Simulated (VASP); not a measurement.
Write the native input for VASP 6.6.1 that does the following.

* Task: single point
* Functional: PBE
* Potentials or basis: VASP PAW PBE potentials, release 64 (Ni, Si)
* Cutoff: 520 eV
* k mesh: 5 × 8 × 5
* Occupations: fermi-dirac, width 0.05 eV
* Spin: collinear spin, ferromagnetic start
* Starting moments: [1.0, 1.0, 1.0, 1.0, 0.0, 0.0, 0.0, 0.0] μB
* Further INCAR settings: ALGO = Normal; EDIFF = 1e-07; NBANDS = 42

The structure of SiNi lies in POSCAR:

```
SiNi
1.0
    5.1731000000      0.0000000000      0.0000000000
    0.0000000000      3.3381000000      0.0000000000
    0.0000000000      0.0000000000      5.6049000000
Ni Si
4 4
Direct
    0.9922100000      0.7500000000      0.8124800000
    0.5077900000      0.2500000000      0.3124800000
    0.4922100000      0.7500000000      0.6875200000
    0.0077900000      0.2500000000      0.1875200000
    0.6787200000      0.2500000000      0.9175000000
    0.8212800000      0.7500000000      0.4175000000
    0.1787200000      0.2500000000      0.5825000000
    0.3212800000      0.7500000000      0.0825000000
```

One way to write it, as run:

INCAR

```
PREC     = Accurate       # precision mode
ENCUT    = 520            # plane-wave cutoff, eV
EDIFF    = 1E-7           # SCF threshold, eV
ISMEAR   = -1             # smearing method
SIGMA    = 0.05           # smearing width, eV
LREAL    = False          # projectors in reciprocal space
LASPH    = True           # aspherical terms in the spheres
NELM     = 100            # most SCF steps
ALGO     = Normal         # electronic algorithm
ISIF     = 2              # what is computed and relaxed
LWAVE    = False          # write WAVECAR
LCHARG   = False          # write CHGCAR
ISPIN    = 2              # spin polarisation
MAGMOM   = 1 1 1 1 0 0 0 0 # initial moments
LORBIT   = 11             # projections on sites
LMAXMIX  = 4              # l up to which the mixer works
GGA      = PE             # functional
NBANDS   = 42             # bands
```

KPOINTS

```
regular mesh
0
Gamma
  5 8 5
```

Potentials or basis: VASP PAW PBE potentials, release 64 (Ni, Si).

Launch:

```console
$ cat potpaw_PBE.64/Ni/POTCAR potpaw_PBE.64/Si/POTCAR > POTCAR
$ mpirun -np 1 vasp_std > vasp.out
```

Results of the run:

The pressure is 1.8 GPa, the largest force is 0.058 eV/Å and the band gap on the k mesh is none (metal or under the smearing width). The net moment is 0.00 μB per cell. The valence electrons inside the program's atomic spheres are Ni 9.59; Si 1.61.

It took 6 min on 1 thread of Intel(R) Xeon(R) Platinum 8488C (Sapphire Rapids), on a shared host, peak memory 0.4 GiB.
